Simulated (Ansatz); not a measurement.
## BN: input, output and frames of a trajectory

The calculation used DFT PBE+D3(BJ), scalar-relativistic, plane waves, PAW (Ansatz). Cutoff 420 eV, shifted (0.0, 0.0, 0.5 steps) 3×3×2 k-points, Fermi–Dirac smearing of 0.039 eV. The mesh is coarse. No spin polarisation.

16 atoms, starting at 1.01 times the perfect crystal's volume (space group P-6m2, the cell as given, not relaxed at this level); Nosé–Hoover thermostat at 450 K, fixed cell; 81 steps of 3 fs. The run is short and not equilibrated. The time step is on the long side.

The run converged.

Command:
```bash
ansatz run input.yaml --threads 4 --pin off --max-ram 5120MiB --backend cpu --events-out ev --progress --plain --runs-dir out
```

Input:
```yaml
crystal:
  lattice:
    - [2.5183372967, -4.3618881484, 0.0]
    - [-5.0366745933, 0.0, 0.0]
    - [0.0, 0.0, -6.7122260769]
  atoms:
    - { symbol: B, position: [0.5, 0.5, 0.5] }
    - { symbol: B, position: [0.0, 0.5, 0.5] }
    - { symbol: B, position: [0.5, 0.0, 0.5] }
    - { symbol: B, position: [0.0, 0.0, 0.5] }
    - { symbol: B, position: [0.1666666667, 0.3333333333, 0.0] }
    - { symbol: B, position: [0.6666666667, 0.3333333333, 0.0] }
    - { symbol: B, position: [0.1666666667, 0.8333333333, 0.0] }
    - { symbol: B, position: [0.6666666667, 0.8333333333, 0.0] }
    - { symbol: "N", position: [0.5, 0.5, 0.0] }
    - { symbol: "N", position: [0.0, 0.5, 0.0] }
    - { symbol: "N", position: [0.5, 0.0, 0.0] }
    - { symbol: "N", position: [0.0, 0.0, 0.0] }
    - { symbol: "N", position: [0.3333333333, 0.1666666667, 0.5] }
    - { symbol: "N", position: [0.8333333333, 0.1666666667, 0.5] }
    - { symbol: "N", position: [0.3333333333, 0.6666666667, 0.5] }
    - { symbol: "N", position: [0.8333333333, 0.6666666667, 0.5] }
basis:
  ecutwfc: 420
kpoints:
  mp_grid: { grid: [3, 3, 2], shift: [0.0, 0.0, 0.5] }
hamiltonian:
  xc: pbe
  dispersion: d3bj
scf:
  occupations: { method: fermi_dirac, width: 0.0388 }
  lower_state_search: "off"
  convergence: { dr2_threshold: 1.0e-07 }
output:
  forces: true
  stress: true
md:
  timestep: 3.0
  n_steps: 81
  ensemble: nvt_nose_hoover
  temperature: 450.0
  initial_velocities: maxwell_boltzmann
  seed: 76563
```

Output (its end):
```
...
SCF converged after 8 iterations
Free energy (F): -4340.942829 eV
Harris-Foulkes:  -4340.942829 eV  (|F-HF|=9.48e-9)
Internal energy: -4340.942829 eV  (E = F + TS)
E sigma→0 (E₀):  -4340.942829 eV
Fermi energy:    6.524700 eV
--- Per-component energies (eV) ---
  E_band       = -162.018176
  E_kinetic    = 1459.618261
  E_local      = -2797.420805  (includes V_loc(G=0)·N_el)
  E_nonlocal   = 461.192719
  E_hartree    = 904.518049
  E_xc         = -735.754149
  E_vxc        = -912.715710  (∫ρ·V_xc dr)
  E_paw        = -1653.628174  (= ΣΔE_a)
  E_vpaw       = -181.729575  (= ΣTr[D̂ρ^β])
  E_aug_tail   = 0.000807  (compensation charges beyond the density's cutoff)
  E_ewald      = -1977.263745
  E_disp       = -2.205793  (pairwise vdW)
  E_smearing   = -0.000000  (= −TS)
  E_closure    = -0.000000  (closes the sum)
  Σ components = -4340.942829   (vs F -4340.942829, Δ=0.00e0)
--- Forces (eV/Å), atoms counted from 1 ---
  atom   1  B     -0.96138233    -0.63602122     0.43484309
  atom   2  B     -1.55133424    -0.35489823     0.95902217
  atom   3  B     -0.48345762     0.31045814     0.30025054
  atom   4  B     -0.44721840     0.07779148     0.34385451
  atom   5  B      0.08808677     0.43014630    -0.16057400
  atom   6  B      0.71696843    -0.15479650    -1.33134477
  atom   7  B     -0.60346508    -0.93317811    -0.59769102
  atom   8  B     -1.82266146    -0.76863827    -0.29495647
  atom   9  N      2.31118974     0.84553713     0.86019226
  atom  10  N      0.02148282     0.60038160     0.83075532
  atom  11  N     -1.19465886     1.12089457     0.21619549
  atom  12  N      0.43934080    -1.05161696     0.34905889
  atom  13  N      2.24066968    -0.99054891    -0.30619690
  atom  14  N     -0.61161061     0.73986697    -0.51595804
  atom  15  N     -0.76250231     1.18943562    -1.10464471
  atom  16  N      2.62055084    -0.42481354     0.01719220
  max |Σ_I F_I| component: 1.85e-6 eV/Å
--- Stress (GPa, compression-positive) ---
       -4.730528       1.309326      -0.512739
        1.309324      -5.465973       0.070609
       -0.512738       0.070607      -0.419357
  P = ⅓ Tr σ = -3.5386 GPa (-35.386 kbar)
--- MD trajectory: 81 steps, t = 0.0 → 243.0 fs ---
  final state: T = 512.8 K   F+E_penalty+E_count = -4340.94282907 eV   E_kin = 0.994333 eV
  conserved energy: peak-to-peak 9.257e-2 eV (5.786e-3 eV/atom) over 243.0 fs
```

Frames along the run (Å, eV/Å; dE is the potential energy from the first frame):

```xyz
16
Lattice="2.518 -4.362 0.000 -5.037 0.000 0.000 0.000 0.000 -6.712" Properties=species:S:1:pos:R:3:forces:R:3 pbc="T T T" time_fs=0.00 dE_eV=0.0000 T_K=450
B    -1.259   -2.181   -3.356    0.000    0.000    0.000
B    -2.518    0.000   -3.356    0.000    0.000    0.000
B     1.259   -2.181   -3.356    0.000    0.000    0.000
B     0.000    0.000   -3.356    0.000    0.000    0.000
B    -1.259   -0.727    0.000    0.000    0.000    0.000
B     0.000   -2.908    0.000    0.000    0.000    0.000
B    -3.778   -0.727    0.000    0.000    0.000    0.000
B    -2.518   -2.908    0.000    0.000    0.000    0.000
N    -1.259   -2.181    0.000    0.000    0.000    0.000
N    -2.518    0.000    0.000    0.000    0.000    0.000
N     1.259   -2.181    0.000    0.000    0.000    0.000
N     0.000    0.000    0.000    0.000    0.000    0.000
N     0.000   -1.454   -3.356    0.000    0.000    0.000
N     1.259   -3.635   -3.356    0.000    0.000    0.000
N    -2.518   -1.454   -3.356    0.000    0.000    0.000
N    -1.259   -3.635   -3.356    0.000    0.000    0.000
16
Lattice="2.518 -4.362 0.000 -5.037 0.000 0.000 0.000 0.000 -6.712" Properties=species:S:1:pos:R:3:forces:R:3 pbc="T T T" time_fs=18.00 dE_eV=0.5695 T_K=182
B    -1.218   -2.112   -3.372   -1.873   -1.665    0.351
B    -2.537    0.036   -3.277    1.476    0.289   -0.996
B     1.322   -2.149   -3.357   -2.530   -1.149    0.214
B     0.019    0.009   -3.345   -0.011    0.772   -0.433
B    -1.266   -0.761   -0.004    0.005   -0.666   -0.373
B     0.030   -2.951   -0.080   -2.474   -0.354    0.972
B    -3.803   -0.737    0.006    0.157   -0.567    0.103
B    -2.557   -2.927    0.008    0.817    0.188   -0.025
N    -1.255   -2.217   -0.064   -0.789   -0.317    0.150
N    -2.530   -0.056   -0.047    0.290    0.830   -0.037
N     1.197   -2.196    0.094    2.586   -0.004   -0.732
N    -0.013   -0.030    0.002   -0.574    0.921   -0.023
N     0.012   -1.440   -3.350    1.418    0.764   -0.005
N     1.272   -3.615   -3.366    0.411    0.038    0.464
N    -2.544   -1.403   -3.263    2.942   -0.420   -0.342
N    -1.223   -3.613   -3.433   -1.851    1.340    0.712
16
Lattice="2.518 -4.362 0.000 -5.037 0.000 0.000 0.000 0.000 -6.712" Properties=species:S:1:pos:R:3:forces:R:3 pbc="T T T" time_fs=36.00 dE_eV=0.6970 T_K=133
B    -1.246   -2.142   -3.310    1.305    1.035   -0.292
B    -2.443    0.053   -3.403   -1.849   -0.143    1.206
B     1.247   -2.124   -3.296    2.106    0.542   -0.195
B     0.040    0.075   -3.401   -0.687   -0.586    0.750
B    -1.286   -0.785   -0.082   -0.505    0.258    0.464
B    -0.079   -2.970    0.051    2.238    0.286   -1.203
B    -3.800   -0.802    0.016   -0.211    0.327   -0.470
B    -2.534   -2.971   -0.002   -0.679   -0.479   -0.174
N    -1.317   -2.250   -0.086    1.498    0.928    0.580
N    -2.550   -0.047   -0.080   -0.301   -0.445    0.724
N     1.281   -2.254    0.047   -3.144    0.533    0.184
N    -0.047   -0.048    0.001    1.114   -1.361   -0.012
N     0.031   -1.376   -3.351   -0.490   -0.795   -0.019
N     1.301   -3.577   -3.314   -0.520    0.561   -0.566
N    -2.442   -1.406   -3.254   -2.950    0.834   -0.679
N    -1.272   -3.555   -3.386    3.075   -1.497   -0.296
16
Lattice="2.518 -4.362 0.000 -5.037 0.000 0.000 0.000 0.000 -6.712" Properties=species:S:1:pos:R:3:forces:R:3 pbc="T T T" time_fs=57.00 dE_eV=0.3275 T_K=338
B    -1.234   -2.113   -3.339    1.488    1.536   -0.062
B    -2.438    0.096   -3.290   -1.466   -0.291   -0.812
B     1.275   -2.100   -3.327    1.883    1.311   -0.255
B     0.045    0.110   -3.302    0.328   -0.510   -0.454
B    -1.320   -0.831   -0.014    0.423    0.901    0.039
B    -0.090   -3.007   -0.064    2.256    0.446    0.765
B    -3.821   -0.833   -0.050   -0.168    0.312    0.483
B    -2.552   -3.008   -0.033   -0.764   -0.139    0.199
N    -1.301   -2.270   -0.003   -0.956   -0.187   -0.352
N    -2.573   -0.081    0.006   -0.041   -0.691   -0.526
N     1.222   -2.269   -0.028   -0.617   -0.978   -0.373
N    -0.048   -0.110   -0.034   -0.121    0.411   -0.136
N     0.076   -1.354   -3.327   -2.200    0.106    0.168
N     1.296   -3.524   -3.335    0.859   -0.802    0.384
N    -2.450   -1.356   -3.371   -1.246   -0.317    0.524
N    -1.211   -3.531   -3.337    0.341   -1.107    0.409
16
Lattice="2.518 -4.362 0.000 -5.037 0.000 0.000 0.000 0.000 -6.712" Properties=species:S:1:pos:R:3:forces:R:3 pbc="T T T" time_fs=75.00 dE_eV=0.6597 T_K=202
B    -1.176   -2.033   -3.381   -1.037   -0.664    0.955
B    -2.510    0.135   -3.319    3.171   -0.351   -0.112
B     1.368   -2.065   -3.404   -2.087   -0.483    1.109
B     0.054    0.104   -3.287    0.892    0.655    0.014
B    -1.321   -0.866    0.062    0.410   -0.011   -1.158
B    -0.023   -3.049   -0.045   -2.418   -0.330    0.227
B    -3.864   -0.834   -0.026    0.710   -0.348   -0.482
B    -2.610   -3.025   -0.025    0.863    0.518   -0.480
N    -1.303   -2.308    0.027   -0.858   -0.731    0.135
N    -2.573   -0.150    0.013   -0.249    0.642    0.153
N     1.148   -2.289   -0.139    2.581   -0.009    0.861
N    -0.060   -0.116   -0.079   -1.022    0.368    0.885
N     0.066   -1.342   -3.287    0.853    0.190   -0.838
N     1.338   -3.519   -3.314   -0.747   -0.098   -0.456
N    -2.487   -1.308   -3.402    2.253   -0.521   -0.140
N    -1.160   -3.508   -3.242   -3.315    1.172   -0.674
16
Lattice="2.518 -4.362 0.000 -5.037 0.000 0.000 0.000 0.000 -6.712" Properties=species:S:1:pos:R:3:forces:R:3 pbc="T T T" time_fs=93.00 dE_eV=0.6910 T_K=218
B    -1.172   -2.011   -3.256   -0.335   -1.173   -1.173
B    -2.413    0.138   -3.380   -1.023    0.650    0.632
B     1.337   -2.004   -3.283    0.119   -1.237   -1.198
B     0.103    0.152   -3.308   -1.393    0.080   -0.330
B    -1.326   -0.865   -0.077   -1.154   -0.881    1.358
B    -0.082   -3.056    0.025   -0.195   -0.141   -0.598
B    -3.854   -0.884   -0.070   -0.355    0.067    0.673
B    -2.601   -3.059   -0.079    0.157   -0.418    0.841
N    -1.378   -2.347    0.049    2.366    1.237   -0.852
N    -2.602   -0.154    0.014    0.104    0.275   -0.586
N     1.211   -2.355   -0.105   -2.356    1.422    0.146
N    -0.102   -0.131    0.000    1.451   -1.431   -0.867
N     0.059   -1.289   -3.361    1.604   -0.558    0.842
N     1.360   -3.497   -3.349   -0.973    1.128    0.329
N    -2.413   -1.324   -3.413   -1.402    1.257    0.947
N    -1.222   -3.474   -3.256    3.384   -0.277   -0.164
16
Lattice="2.518 -4.362 0.000 -5.037 0.000 0.000 0.000 0.000 -6.712" Properties=species:S:1:pos:R:3:forces:R:3 pbc="T T T" time_fs=111.00 dE_eV=0.6147 T_K=293
B    -1.176   -2.038   -3.355    0.973    1.371    0.640
B    -2.364    0.170   -3.306   -2.774   -0.475   -0.163
B     1.326   -2.005   -3.369    1.595    0.986    0.708
B     0.099    0.204   -3.373   -0.060   -0.884    0.620
B    -1.380   -0.897    0.016    0.572    0.420   -0.897
B    -0.142   -3.076   -0.047    2.291    0.206    0.178
B    -3.855   -0.922   -0.001   -0.819    0.248   -0.453
B    -2.592   -3.094    0.021   -1.010   -0.449   -0.809
N    -1.337   -2.340   -0.057   -2.258   -0.197    0.636
N    -2.639   -0.150   -0.063    0.762   -0.896    0.594
N     1.154   -2.350   -0.003    0.836   -1.489    0.216
N    -0.090   -0.229   -0.030   -0.371    2.298    0.649
N     0.129   -1.278   -3.326   -2.713    0.907   -0.575
N     1.313   -3.430   -3.350    3.194   -0.834   -0.266
N    -2.418   -1.271   -3.273    0.187   -1.117   -0.753
N    -1.142   -3.471   -3.330   -0.404   -0.096   -0.325
16
Lattice="2.518 -4.362 0.000 -5.037 0.000 0.000 0.000 0.000 -6.712" Properties=species:S:1:pos:R:3:forces:R:3 pbc="T T T" time_fs=132.00 dE_eV=0.5497 T_K=350
B    -1.138   -1.984   -3.344   -0.006    1.219   -0.095
B    -2.449    0.226   -3.314    2.803   -1.045   -0.457
B     1.408   -2.018   -3.313   -0.920    1.965   -0.299
B     0.106    0.195   -3.335    1.131   -0.122   -0.772
B    -1.389   -0.966   -0.067    1.099    1.526    0.611
B    -0.109   -3.129   -0.045   -0.163    0.128    0.647
B    -3.920   -0.911   -0.003    0.907   -0.445    0.354
B    -2.646   -3.093   -0.020   -0.188   -0.063    0.567
N    -1.359   -2.383   -0.075   -0.945   -1.044   -0.135
N    -2.624   -0.223   -0.052   -0.712    0.349   -0.158
N     1.104   -2.363    0.117    1.472   -0.595   -1.167
N    -0.108   -0.192    0.025   -1.480    0.296   -0.662
N     0.129   -1.258   -3.368    0.022   -0.266    0.501
N     1.394   -3.429   -3.365   -0.935   -1.172    0.601
N    -2.414   -1.233   -3.246    0.839   -0.766   -0.354
N    -1.108   -3.420   -3.449   -2.925    0.034    0.818
16
Lattice="2.518 -4.362 0.000 -5.037 0.000 0.000 0.000 0.000 -6.712" Properties=species:S:1:pos:R:3:forces:R:3 pbc="T T T" time_fs=150.00 dE_eV=0.6883 T_K=309
B    -1.110   -1.942   -3.326   -0.499   -1.057   -0.467
B    -2.414    0.202   -3.437    1.722    1.058    1.431
B     1.414   -1.947   -3.286   -0.628   -1.090   -0.657
B     0.136    0.200   -3.413    0.401    1.208    0.793
B    -1.390   -0.945   -0.066   -0.383   -0.425    0.595
B    -0.118   -3.130    0.086   -1.247   -0.169   -1.534
B    -3.935   -0.948    0.027    0.833    0.250   -0.393
B    -2.678   -3.136    0.011    1.214    0.904   -0.308
N    -1.430   -2.409   -0.061    2.067    0.329    0.659
N    -2.645   -0.230   -0.025   -0.862    0.459    0.538
N     1.145   -2.419    0.033   -2.019    1.497    0.394
N    -0.149   -0.180    0.000    0.375   -2.685    0.061
N     0.112   -1.220   -3.354    2.127   -1.130    0.082
N     1.450   -3.423   -3.296   -3.174    0.472   -0.755
N    -2.365   -1.251   -3.329   -0.941    1.266   -0.221
N    -1.138   -3.398   -3.409    1.014   -0.889   -0.219
16
Lattice="2.518 -4.362 0.000 -5.037 0.000 0.000 0.000 0.000 -6.712" Properties=species:S:1:pos:R:3:forces:R:3 pbc="T T T" time_fs=168.00 dE_eV=0.9389 T_K=217
B    -1.110   -1.954   -3.415    0.678   -0.624    0.579
B    -2.281    0.208   -3.309   -4.275    0.026   -0.969
B     1.382   -1.914   -3.405    2.002   -1.453    0.443
B     0.183    0.253   -3.334   -1.529   -0.643   -0.162
B    -1.421   -0.922    0.076   -0.923   -1.346   -0.651
B    -0.185   -3.129   -0.056    0.975    0.269    1.097
B    -3.903   -0.984   -0.005   -1.573    0.467    0.146
B    -2.663   -3.151    0.003   -0.414   -0.478   -0.042
N    -1.398   -2.402    0.045   -2.031    0.372   -0.257
N    -2.713   -0.200    0.071    1.673   -0.825   -0.531
N     1.090   -2.406   -0.026    1.248   -1.457   -0.107
N    -0.164   -0.300   -0.026    1.017    3.163    0.292
N     0.190   -1.233   -3.326   -3.108    1.812   -0.396
N     1.355   -3.383   -3.331    4.862    0.591   -0.103
N    -2.359   -1.214   -3.445    0.446   -1.103    0.416
N    -1.097   -3.432   -3.370    0.951    1.229    0.246
16
Lattice="2.518 -4.362 0.000 -5.037 0.000 0.000 0.000 0.000 -6.712" Properties=species:S:1:pos:R:3:forces:R:3 pbc="T T T" time_fs=186.00 dE_eV=0.5009 T_K=441
B    -1.061   -1.953   -3.387   -0.972    1.096    0.032
B    -2.367    0.263   -3.375    1.661   -1.230   -0.205
B     1.474   -1.973   -3.423   -1.402    1.778    0.272
B     0.169    0.248   -3.296    0.900   -0.733   -0.861
B    -1.458   -1.001    0.069    1.097    1.733   -0.253
B    -0.183   -3.146    0.022    0.231   -0.512    0.052
B    -3.970   -0.952   -0.005    0.392   -0.697    0.130
B    -2.681   -3.133   -0.013   -1.535   -0.667    0.321
N    -1.459   -2.426    0.102    1.412   -0.058   -0.448
N    -2.689   -0.254    0.072   -0.701    0.573   -0.356
N     1.073   -2.430   -0.084    0.004    0.871    0.463
N    -0.172   -0.217    0.010   -0.932   -1.087   -0.030
N     0.152   -1.200   -3.376    2.196   -0.925    0.113
N     1.475   -3.395   -3.389   -2.205   -0.271    0.213
N    -2.337   -1.221   -3.480    0.240    0.640    0.646
N    -1.076   -3.384   -3.292   -0.386   -0.511   -0.089
16
Lattice="2.518 -4.362 0.000 -5.037 0.000 0.000 0.000 0.000 -6.712" Properties=species:S:1:pos:R:3:forces:R:3 pbc="T T T" time_fs=207.00 dE_eV=0.8092 T_K=328
B    -1.034   -1.938   -3.331   -0.840    0.815   -0.557
B    -2.385    0.261   -3.437    3.789   -1.053    0.857
B     1.511   -1.968   -3.367   -1.626    1.170   -0.508
B     0.198    0.238   -3.442    1.288   -0.170    0.910
B    -1.476   -1.004   -0.005    0.777    1.357    0.623
B    -0.191   -3.157    0.078   -0.754   -0.408   -0.894
B    -4.016   -0.955    0.022    1.270   -0.303   -0.093
B    -2.743   -3.149    0.044    0.500    0.709   -0.166
N    -1.490   -2.430    0.061    1.534   -0.408   -0.039
N    -2.704   -0.263    0.005   -1.453    0.595    0.276
N     1.057   -2.440   -0.012   -1.185    1.572    0.434
N    -0.206   -0.192    0.055   -0.729   -2.975   -0.285
N     0.176   -1.197   -3.422    2.544   -1.238    0.290
N     1.531   -3.394   -3.429   -3.863   -0.088   -0.127
N    -2.308   -1.220   -3.382   -0.014    1.010    0.042
N    -1.044   -3.373   -3.290   -1.237   -0.585   -0.761
16
Lattice="2.518 -4.362 0.000 -5.037 0.000 0.000 0.000 0.000 -6.712" Properties=species:S:1:pos:R:3:forces:R:3 pbc="T T T" time_fs=225.00 dE_eV=1.1325 T_K=197
B    -1.052   -1.945   -3.403    1.714   -0.663    0.240
B    -2.232    0.200   -3.275   -1.998    2.178   -1.738
B     1.450   -1.896   -3.419    3.020   -2.157    0.481
B     0.247    0.241   -3.396   -0.562    0.859   -0.518
B    -1.497   -0.921    0.058   -0.969   -1.913   -0.591
B    -0.244   -3.139   -0.076    0.062    0.665    1.759
B    -3.996   -1.009    0.032   -0.358    1.620    0.188
B    -2.775   -3.183    0.056    1.518    0.737   -0.005
N    -1.463   -2.400    0.005   -2.688   -0.384   -0.127
N    -2.781   -0.206   -0.008    0.992   -1.297   -0.142
N     1.014   -2.411    0.139    0.884   -2.094   -1.182
N    -0.233   -0.303    0.044    0.517    2.800   -0.078
N     0.278   -1.215   -3.405   -4.300    1.491    0.138
N     1.443   -3.369   -3.469    3.120   -0.588    0.977
N    -2.275   -1.202   -3.280   -0.386   -1.774   -0.396
N    -1.001   -3.416   -3.452   -0.565    0.520    0.993
16
Lattice="2.518 -4.362 0.000 -5.037 0.000 0.000 0.000 0.000 -6.712" Properties=species:S:1:pos:R:3:forces:R:3 pbc="T T T" time_fs=243.00 dE_eV=0.5248 T_K=513
B    -0.980   -1.938   -3.406   -0.961   -0.636    0.435
B    -2.223    0.237   -3.435   -1.551   -0.355    0.959
B     1.532   -1.948   -3.365   -0.483    0.310    0.300
B     0.270    0.236   -3.418   -0.447    0.078    0.344
B    -1.528   -0.970   -0.002    0.088    0.430   -0.161
B    -0.282   -3.140    0.102    0.717   -0.155   -1.331
B    -4.034   -0.949    0.072   -0.603   -0.933   -0.598
B    -2.758   -3.136    0.046   -1.823   -0.769   -0.295
N    -1.556   -2.425   -0.055    2.311    0.846    0.860
N    -2.784   -0.241   -0.020    0.021    0.600    0.831
N     1.013   -2.434    0.099   -1.195    1.121    0.216
N    -0.271   -0.220    0.023    0.439   -1.052    0.349
N     0.234   -1.200   -3.374    2.241   -0.991   -0.306
N     1.539   -3.408   -3.355   -0.612    0.740   -0.516
N    -2.236   -1.237   -3.276   -0.763    1.189   -1.105
N    -1.029   -3.391   -3.480    2.621   -0.425    0.017
```